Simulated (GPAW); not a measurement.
# TiO2 (P4_2/mnm) in GPAW: further runs

One crystal, TiO2, is run at these levels: optPBE-vdW, vdW-DF2, PBE; tasks: band structure, equation of state.

Everything below comes from runs of GPAW 26.7.0. Logs are shortened: lines on timing, memory, paths and dates and some standing lists are left out, and cuts for length are marked. The log counts tension as positive stress, the text compression.

**What was measured.**

From “Shallow Valence Band of Rutile GeO2 and P-type Doping”, 2020, arxiv:2011.08928, for a bulk crystal of TiO2 at 1.6 K: band gap 3.03 eV (direct).

How close the calculation comes is told below.

## Step 1: The crystal as given

The structure is tetragonal, space group P4_2/mnm (No. 136). Conventional cell: a = 4.600 Å, b = 4.600 Å, c = 2.959 Å, α = 90.00°, β = 90.00°, γ = 90.00°. Ti (site symmetry mmm) has 6 O at 1.95 to 1.98 Å as nearest neighbours. O (site symmetry m2m) has 3 Ti at 1.95 to 1.98 Å as nearest neighbours.

The cell is a database's computed one.

## Step 2: Band structure, optPBE-vdW

Input file run.py:

```python
from ase import Atoms
from ase.dft.bandgap import bandgap
from ase.io import write
from gpaw import GPAW, PW

atoms = Atoms(['Ti', 'Ti', 'O', 'O', 'O', 'O'],
              cell=[[4.5998373239, 0.0, 0.0],
                    [0.0, 4.5998373239, 0.0],
                    [0.0, 0.0, 2.95921356]],
              scaled_positions=[[0.0, 0.0, 0.5],
                                [0.5, 0.5, 0.0],
                                [0.30432132, 0.30432132, 0.5],
                                [0.19567868, 0.80432132, 0.0],
                                [0.80432132, 0.19567868, 0.0],
                                [0.69567868, 0.69567868, 0.5]],
              pbc=True)

calc = GPAW(mode=PW(800),
            xc={'name': 'optPBE-vdW', 'backend': 'libvdwxc'},
            kpts={'size': (4, 4, 6), 'gamma': True},
            occupations={'name': 'fermi-dirac', 'width': 0.05},
            nbands=43,
            convergence={'density': 1e-05, 'energy': 1e-05},
            maxiter=150,
            txt='gpaw.txt')
atoms.calc = calc
energy = atoms.get_potential_energy()
forces = atoms.get_forces()
calc.write('gs.gpw')
write('result.traj', atoms)
print(f'Energy: {energy:.6f} eV')
print('Forces (eV/A):')
print(forces.round(4))
print('Fermi level:', round(calc.get_fermi_level(), 4), 'eV')
print(f'Gap: {bandgap(calc)[0]:.4f} eV, direct: {bandgap(calc, direct=True)[0]:.4f} eV')

path = atoms.cell.bandpath('GXMGZRAZ,XR,MA', npoints=60, eps=1e-4)
bs_calc = calc.fixed_density(kpts=path, symmetry='off', nbands=61,
                             convergence={'bands': 'CBM+6.0', 'eigenstates': 1e-6}, txt='bands.txt')
bs = bs_calc.band_structure()
bs.write('bs.json')
print(f'Gap on the path: {bandgap(bs_calc)[0]:.4f} eV')
```

Potentials or basis: GPAW PAW data sets (gpaw-data 1.2.1), pw.

The run is started by

```console
OMP_NUM_THREADS=1 python run.py
```

gpaw.txt:

```text
__  _  _
 | _ |_)|_||  |
 |__||  | ||/\| - 26.7.0

Input parameters:
  mode=PW(ecut=800.0),
  convergence={'density': 1e-05, 'energy': 1e-05},
  kpts=MonkhorstPack(size=(4, 4, 6), gamma=True),
  maxiter=150,
  nbands=43,
  occupations=Occupations(name='fermi-dirac', width=0.05),
  xc=XC(name='optPBE-vdW', backend='libvdwxc')

Diagonalizing LCAO Hamiltonian
Converting LCAO to pw mode
    .----------.
   /|          |
  / |          |
 *  |      O   |
 |  .O---------.
 Ti/  O Ti    /
 |/       O  /
 *----------*

Atoms  # Å, Bohr magnetons
|   | symbol |        x |        y |        z |    initial magnetic moments |
|---|--------|----------|----------|----------|-----------------------------|
| 0 |     Ti | 0.000000 | 0.000000 | 1.479607 | ( 0.0000,  0.0000,  0.0000) |
| 1 |     Ti | 2.299919 | 2.299919 | 0.000000 | ( 0.0000,  0.0000,  0.0000) |
| 2 |      O | 1.399829 | 1.399829 | 1.479607 | ( 0.0000,  0.0000,  0.0000) |
| 3 |      O | 0.900090 | 3.699747 | 0.000000 | ( 0.0000,  0.0000,  0.0000) |
| 4 |      O | 3.699747 | 0.900090 | 0.000000 | ( 0.0000,  0.0000,  0.0000) |
| 5 |      O | 3.200009 | 3.200009 | 1.479607 | ( 0.0000,  0.0000,  0.0000) |

Unit cell  # Å
| periodic |        x |        y |        z |  lengths |    angles |
|----------|----------|----------|----------|----------|-----------|
|      yes | 4.599837 | 0.000000 | 0.000000 | 4.599837 | 90.000000 |
|      yes | 0.000000 | 4.599837 | 0.000000 | 4.599837 | 90.000000 |
|      yes | 0.000000 | 0.000000 | 2.959214 | 2.959214 | 90.000000 |

Number of symmetries: 8
Symmetry operations  # r_c * U_cc + t_c -> r_c
|   | kind |            matrix            |
|---|------|------------------------------|
| 0 |  E   |  1, 0, 0,  0, 1, 0,  0, 0, 1 |
| 1 |  σ   |  1, 0, 0,  0, 1, 0,  0, 0,-1 |
| 2 |  σ   |  0, 1, 0,  1, 0, 0,  0, 0, 1 |
| 3 |  C2  |  0, 1, 0,  1, 0, 0,  0, 0,-1 |
| 4 |  σ   |  0,-1, 0, -1, 0, 0,  0, 0, 1 |
| 5 |  C2  |  0,-1, 0, -1, 0, 0,  0, 0,-1 |
| 6 |  C2  | -1, 0, 0,  0,-1, 0,  0, 0, 1 |
| 7 |  i   | -1, 0, 0,  0,-1, 0,  0, 0,-1 |

BZ-sampling:
  Number of BZ points: 96
  Number of IBZ points: 28

  Monkhorst-Pack size: [4, 4, 6]
  Monkhorst-Pack shift: [0.125, 0.125, 0.08333333333333333]

K-points  # in reciprocal-cell coordinates
|     |                                coordinates |     weight |
|-----|--------------------------------------------|------------|
|   0 | (  0.00000000,   0.00000000,   0.00000000) | 0.01041667 |
|   1 | (  0.00000000,   0.00000000,   0.16666667) | 0.02083333 |
|   2 | (  0.00000000,   0.00000000,   0.33333333) | 0.02083333 |
|   3 | (  0.00000000,   0.00000000,   0.50000000) | 0.01041667 |
|   4 | (  0.25000000,  -0.25000000,   0.00000000) | 0.02083333 |
|   5 | (  0.25000000,  -0.25000000,   0.16666667) | 0.04166667 |
|   6 | (  0.25000000,  -0.25000000,   0.33333333) | 0.04166667 |
|   7 | (  0.25000000,  -0.25000000,   0.50000000) | 0.02083333 |
|   8 | (  0.25000000,   0.00000000,   0.00000000) | 0.04166667 |
|   9 | (  0.25000000,   0.00000000,   0.16666667) | 0.08333333 |
| ... |                                            |            |
|  27 | (  0.50000000,   0.50000000,   0.50000000) | 0.01041667 |

Plane wave coefficients: 3249
Cutoff: 800.0 eV

Spin-components: 1 (collinear spins)
Bands:           43
Projectors:      32
Spin-degeneracy: 2
Datatype:        complex128

Parallelization:
  kpt:    1
  domain: 1
  band:   1

Density:
  Valence electrons: 48.0
  Components: 1
  Grid points: [32 32 20]
  Charge: 0.0  # |e|

Potential:
  Grid points: [32 32 20]

species:
  Ti:
    name:    Titanium
    Z:       22.0
    valence: 12
    core:    10
    charge:  0.0  # [|e|]
    compensation charges:
      type: gauss
      rc: 0.38  # [Å]
      lmax: 2
    cutoffs:
      filter: 2.23  # [Å]
      core: 1.02  # [Å]
    projectors
    | kind |    occ | energy [eV] | rcut [Å] |
    |------|--------|-------------|----------|
    |   3s |  2.000 |     -62.623 |    1.270 |
    |   4s |  2.000 |      -4.466 |    1.270 |
    |   3p |  6.000 |     -38.862 |    1.058 |
    |   4p |  0.000 |      -1.466 |    1.058 |
    |   3d |  2.000 |      -4.258 |    1.058 |
    |    d |        |      22.953 |    1.058 |

    Using partial waves for Ti as LCAO basis

  O:
    name:    Oxygen
    Z:       8.0
    valence: 6
    core:    2
    charge:  0.0  # [|e|]
    compensation charges:
      type: gauss
      rc: 0.21  # [Å]
      lmax: 2
    cutoffs:
      filter: 1.17  # [Å]
      core: 0.83  # [Å]
    projectors
    | kind |    occ | energy [eV] | rcut [Å] |
    |------|--------|-------------|----------|
    |   2s |  2.000 |     -23.961 |    0.688 |
    |   2p |  4.000 |      -9.029 |    0.598 |
    |    s |        |       3.251 |    0.688 |
    |    p |        |      18.182 |    0.598 |
    |    d |        |       0.000 |    0.619 |

    Using partial waves for O as LCAO basis

Reference energy: -54611.437768  # eV

eigensolver:
  PPCG
  Converge bands: occupied
  niter=2

density mixing:
  MSR1-Mixer
  Pratt-step length: 0.05
  Maximum mixing coefficient: 0.75
  Old densities: 10
  SVD Regularization: 0.005
  Good broyden scale: 1.0
  Trust region scale: 1.0
  Backstep threshold: 4.0
  History deletion threshold: 6.0
  Fourier metric: weight=20.0, sigma=0.015

occupation numbers:
  Fermi-Dirac:
    width: 0.0500  # eV

poisson solver:
  ecut: 6400.0  # eV

xc functional:
  name: vdW-optPBE with libvdwxc
  Mode: serial
  Semilocal: GGA_X_OPTPBE_VDW+LDA_C_PW with 2 nearest neighbor stencil
  Corresponding non-local functional: vdW-DF
  Local blocksize: 64 x 64 x 40
  PAW datasets: PBE

convergence criteria:
- Maximum integral of absolute [dens]ity change: 1e-05 electrons / valence electron
- Maximum [total energy] change in last 3 cyles: 1e-05 eV / valence electron
- Maximum integral of absolute [eigenst]ate change: 4e-08 eV^2 / valence electron
maximum number of iterations: 150

SCF iterations
|iter     | |      energy | eigst |  dens |
|---------|-|-------------|-------|-------|
|iter:   1| |  -99.683546 | +0.10 |       |
|iter:   2| |  -96.431277 | -1.80 | -0.77 |
|iter:   3| |  -90.606426 | -0.60 | -0.83 |
|iter:   4| |  -89.927322 | -1.70 | -1.25 |
|iter:   5| |  -89.863416 | -2.53 | -1.53 |
|iter:   6| |  -89.864654 | -3.42 | -1.94 |
|iter:   7| |  -89.864619 | -4.74 | -2.90 |
|iter:   8| |  -89.864659c| -5.63 | -3.40 |
|iter:   9| |  -89.864646c| -6.63 | -3.76 |
|iter:  10| |  -89.864647c| -7.20 | -4.13 |
|iter:  11| |  -89.864647c| -8.15c| -4.86 |
|iter:  12| |  -89.864647c| -8.04c| -5.03c|

Converged in 12 steps
Energy contributions relative to reference atoms: (reference = -54611.437768)

Energy contributions:
  Kinetic:          77.245303
  Coulomb:         -84.628896
  Zero:              0.873980
  External:          0.000000
  Xc:              -83.355033
  Entropy:          -0.000000
  Spinorbit:         0.000000
  ----------------------------
  Free energy:     -89.864647
  Extrapolated:    -89.864647

dipole moment: (-14.794193, -14.794193, -26.095341)  # |e|*Ang

Fermi level: 6.388
Eigenvalues  # (at kpt = [0.000, 0.000, 0.000])
| band index |      eig [eV] | occ [0-2] |
|------------|---------------|-----------|
|          0 |       -51.448 |     2.000 |
|        ... |               |           |
|         16 |         1.718 |     2.000 |
|         17 |         2.963 |     2.000 |
|         18 |         2.963 |     2.000 |
|         19 |         3.521 |     2.000 |
|         20 |         4.788 |     2.000 |
|         21 |         5.038 |     2.000 |
[... 8 lines left out ...]
|         30 |         9.992 |     0.000 |
|         31 |        11.977 |     0.000 |
|        ... |               |           |
|         42 |        25.071 |     0.000 |

Gap: 1.871 eV
Transition (v -> c):
  (s=0, k=0, n=23, [0.00, 0.00, 0.00]) -> (s=0, k=0, n=24, [0.00, 0.00, 0.00])
No difference between direct/indirect transitions

Forces  # eV/Ang
|        x |        y |       z |
|----------|----------|---------|
|  0.00000 |  0.00000 | 0.00000 |  # Ti   0
|  0.00000 |  0.00000 | 0.00000 |  # Ti   1
| -0.07362 | -0.07362 | 0.00000 |  # O    2
|  0.07356 | -0.07356 | 0.00000 |  # O    3
| -0.07356 |  0.07356 | 0.00000 |  # O    4
|  0.07362 |  0.07362 | 0.00000 |  # O    5

# Writing to gs.gpw (mode='')
```

It took 2.4 min on 1 thread of Intel Xeon Platinum 8488C (Sapphire Rapids), shared host; peak memory 0.56 GiB.

What came out:

```yaml
Free_energy: -89.8646 eV
Largest_force: 0.104 eV/Å
Band_gap_on_the_k_mesh: 1.87 eV, direct
Band_gap_along_the_path: 1.87 eV, direct
```

Forces on the atoms (eV/Å):
```
Ti   0.000  0.000  0.000
Ti   0.000  0.000  0.000
O   -0.074 -0.074  0.000
O    0.074 -0.074  0.000
O   -0.074  0.074  0.000
O    0.074  0.074  0.000
```

Levels at the corners of the path, in eV from the valence-band top:
| point | band 21 | band 22 | band 23 | band 24 | band 25 | band 26 | band 27 | band 28 |
| --- | --- | --- | --- | --- | --- | --- | --- | --- |
| Γ | -0.70 | -0.45 | -0.45 | 0.00 | 1.87 | 2.17 | 2.38 | 2.48 |
| X | -1.63 | -1.63 | -0.73 | -0.73 | 2.53 | 2.53 | 3.00 | 3.00 |
| M | -1.30 | -1.30 | -1.06 | -1.06 | 1.91 | 1.91 | 2.51 | 2.51 |
| Γ | -0.70 | -0.45 | -0.45 | 0.00 | 1.87 | 2.17 | 2.38 | 2.48 |
| Z | -2.34 | -2.34 | -1.41 | -1.41 | 2.94 | 2.94 | 3.15 | 3.15 |
| R | -2.01 | -2.01 | -1.03 | -1.03 | 1.92 | 1.92 | 3.17 | 3.17 |
| A | -1.28 | -1.28 | -0.67 | -0.67 | 2.58 | 2.58 | 3.19 | 3.19 |
| Z | -2.34 | -2.34 | -1.41 | -1.41 | 2.94 | 2.94 | 3.15 | 3.15 |
| X | -1.63 | -1.63 | -0.73 | -0.73 | 2.53 | 2.53 | 3.00 | 3.00 |
| R | -2.01 | -2.01 | -1.03 | -1.03 | 1.92 | 1.92 | 3.17 | 3.17 |
| M | -1.30 | -1.30 | -1.06 | -1.06 | 1.91 | 1.91 | 2.51 | 2.51 |
| A | -1.28 | -1.28 | -0.67 | -0.67 | 2.58 | 2.58 | 3.19 | 3.19 |

Caveat: the k mesh is coarse; the PAW data sets were made with another functional, which shifts forces and pressure a little.

## Step 3: Band structure, vdW-DF2

Edit run.py of step 2 so:

```diff
@@ -18,3 +18,3 @@
 calc = GPAW(mode=PW(800),
-            xc={'name': 'optPBE-vdW', 'backend': 'libvdwxc'},
+            xc={'name': 'vdW-DF2', 'backend': 'libvdwxc'},
             kpts={'size': (4, 4, 6), 'gamma': True},
@@ -36,3 +36,3 @@
 
-path = atoms.cell.bandpath('GXMGZRAZ,XR,MA', npoints=60, eps=1e-4)
+path = atoms.cell.bandpath('GXMGZRAZ,XR,MA', npoints=80, eps=1e-4)
 bs_calc = calc.fixed_density(kpts=path, symmetry='off', nbands=61,
```

Potentials or basis: GPAW PAW data sets (gpaw-data 1.2.1), pw.

The run is started by

```console
OMP_NUM_THREADS=1 python run.py
```

Wall time 2.2 min (1 thread of Intel Xeon Platinum 8488C (Sapphire Rapids), shared host); peak memory 0.65 GiB.

It converged, with:

* Free energy: -190.4727 eV
* Largest force: 0.197 eV/Å
* Band gap on the k mesh: 1.85 eV, direct
* Band gap along the path: 1.85 eV, direct

Forces in eV/Å, atoms in the order of the input:
```
Ti   0.000  0.000  0.000
Ti   0.000  0.000  0.000
O   -0.139 -0.139  0.000
O    0.140 -0.140  0.000
O   -0.140  0.140  0.000
O    0.139  0.139  0.000
```

Levels at the corners of the path, in eV from the valence-band top:
| point | band 22 | band 23 | band 24 | band 25 | band 26 | band 27 |
| --- | --- | --- | --- | --- | --- | --- |
| Γ | -0.45 | -0.45 | 0.00 | 1.85 | 2.16 | 2.35 |
| X | -1.61 | -0.71 | -0.71 | 2.50 | 2.50 | 2.96 |
| M | -1.29 | -1.06 | -1.06 | 1.90 | 1.90 | 2.47 |
| Γ | -0.45 | -0.45 | 0.00 | 1.85 | 2.16 | 2.35 |
| Z | -2.32 | -1.40 | -1.40 | 2.90 | 2.90 | 3.11 |
| R | -1.99 | -1.02 | -1.02 | 1.90 | 1.90 | 3.13 |
| A | -1.26 | -0.66 | -0.66 | 2.55 | 2.55 | 3.15 |
| Z | -2.32 | -1.40 | -1.40 | 2.90 | 2.90 | 3.11 |
| X | -1.61 | -0.71 | -0.71 | 2.50 | 2.50 | 2.96 |
| R | -1.99 | -1.02 | -1.02 | 1.90 | 1.90 | 3.13 |
| M | -1.29 | -1.06 | -1.06 | 1.90 | 1.90 | 2.47 |
| A | -1.26 | -0.66 | -0.66 | 2.55 | 2.55 | 3.15 |

Caveat: the k mesh is coarse; the PAW data sets were made with another functional, which shifts forces and pressure a little.

## Step 4: Equation of state, PBE

Input file run.py:

```python
from ase.eos import EquationOfState
from ase.io import Trajectory, read
from ase.units import GPa
from gpaw import GPAW, PW, setup_paths

setup_paths.insert(0, '.')

atoms = read('TiO2.cif')

traj = Trajectory('eos.traj', 'w')
volumes, energies = [], []
for x in [0.94, 0.96, 0.98, 1.0, 1.02, 1.04, 1.06]:
    a = atoms.copy()
    a.set_cell(atoms.cell * x**(1 / 3), scale_atoms=True)
    calc = GPAW(mode=PW(800),
                xc='PBE',
                kpts={'size': (4, 4, 6), 'gamma': True},
                occupations={'name': 'fermi-dirac', 'width': 0.05},
                nbands=43,
                convergence={'density': 1e-05, 'energy': 1e-05},
                maxiter=150,
                txt=f'eos-{x:.2f}.txt')
    a.calc = calc
    energies.append(a.get_potential_energy(force_consistent=True))
    volumes.append(a.get_volume())
    p = -a.get_stress()[:3].mean() / GPa
    calc.write(f'eos-{x:.2f}.gpw')
    traj.write(a)
    print(f'{x:.2f} {volumes[-1]:10.4f} A^3 {energies[-1]:14.6f} eV {p:9.3f} GPa', flush=True)

v0, e0, B = EquationOfState(volumes, energies, eos='birchmurnaghan').fit()
print(f'V0 = {v0:.4f} A^3, E0 = {e0:.6f} eV, B0 = {B / GPa:.2f} GPa')
```

Input file TiO2.cif:

```cif
data_TiO2
_cell_length_a 4.59983732
_cell_length_b 4.59983732
_cell_length_c 2.95921356
_cell_angle_alpha 90.00000000
_cell_angle_beta 90.00000000
_cell_angle_gamma 90.00000000
_space_group_name_H-M_alt 'P4_2/mnm'
_space_group_name_Hall '-P 4n 2n'
_space_group_IT_number 136
loop_
_space_group_symop_operation_xyz
'x,y,z'
'-x,-y,-z'
'-y+1/2,x+1/2,z+1/2'
'y+1/2,-x+1/2,-z+1/2'
'-x,-y,z'
'x,y,-z'
'y+1/2,-x+1/2,z+1/2'
'-y+1/2,x+1/2,-z+1/2'
'x+1/2,-y+1/2,-z+1/2'
'-x+1/2,y+1/2,z+1/2'
'-y,-x,-z'
'y,x,z'
'-x+1/2,y+1/2,-z+1/2'
'x+1/2,-y+1/2,z+1/2'
'y,x,-z'
'-y,-x,z'
loop_
_atom_site_label
_atom_site_type_symbol
_atom_site_symmetry_multiplicity
_atom_site_Wyckoff_symbol
_atom_site_fract_x
_atom_site_fract_y
_atom_site_fract_z
_atom_site_occupancy
Ti1 Ti 2 b 0.0000000000 0.0000000000 0.5000000000 1
O1 O 4 g 0.3043213200 0.3043213200 0.5000000000 1
```

Potentials or basis: PAW data sets generated in the run's folder for this functional, pw.

The run is started by

```console
gpaw-setup -f PBE O Ti
OMP_NUM_THREADS=1 python run.py
```

It took 6.2 min on 1 thread of Intel Xeon Platinum 8488C (Sapphire Rapids), shared host; peak memory 0.45 GiB.

Results (log left out):

| Property | Result |
| --- | --- |
| Equilibrium volume | 10.69 Å³/atom |
| Bulk modulus at fixed shape and positions | 228 GPa |
| Pressure derivative of the bulk modulus | 4.3 |

Energy against volume, from the lowest point:
```tsv
volume (Å³/atom)	energy (meV/atom)
9.809	59.43
10.018	33.20
10.227	15.04
10.435	4.25
10.644	0.00
10.853	1.68
11.062	8.72
```

Caveat: the k mesh is coarse; the cell was scaled at fixed shape and fractional positions, which overstates the stiffness of a crystal with free parameters, most of all of layers and chains.

## Step 5: Overview

```tsv
task	level	potentials or basis	band path	band points	gap on the mesh (eV)	largest force (eV/Å)
band structure	optPBE-vdW	GPAW PAW data sets (gpaw-data 1.2.1), pw	GXMGZRAZ,XR,MA	60	1.87	0.10
band structure	vdW-DF2	GPAW PAW data sets (gpaw-data 1.2.1), pw	GXMGZRAZ,XR,MA	80	1.85	0.20
equation of state	PBE	PAW data sets generated in the run's folder for this functional, pw	-	-	-	-
```

Alike in all rows: no spin polarisation; cell as given; k mesh 4 × 4 × 6; cutoff (eV) 800; smearing fermi-dirac 0.05 eV.

Caveats: the PAW data sets were made with another functional, which shifts forces and pressure a little (some runs); the cell was scaled at fixed shape and fractional positions, which overstates the stiffness of a crystal with free parameters, most of all of layers and chains (some runs).

Total energies depend on the potentials used, so only differences within one code and one set of settings carry meaning.

## Step 6: Comparison with measurements

Step 2. Against the measured gap of TiO2, 3.03 eV (direct; 1.6 K; quoted in “Shallow Valence Band of Rutile GeO2 and P-type Doping”, 2020, arxiv:2011.08928), the calculated 1.87 eV is off by -1.16 eV. 2 values of this kind are on record in papers (3.03 to 3.05 eV); this one was drawn at random among those near their median. The value is that of optPBE-vdW, without temperature or zero-point motion. The cell is a database's relaxed one, not the measured one, which moves gaps too.

Step 3. Against the measured gap of TiO2, 3.03 eV (direct; 1.6 K; quoted in “Shallow Valence Band of Rutile GeO2 and P-type Doping”, 2020, arxiv:2011.08928), the calculated 1.85 eV is off by -1.18 eV. 2 values of this kind are on record in papers (3.03 to 3.05 eV); this one was drawn at random among those near their median. The value is that of vdW-DF2, without temperature or zero-point motion. The cell is a database's relaxed one, not the measured one, which moves gaps too.
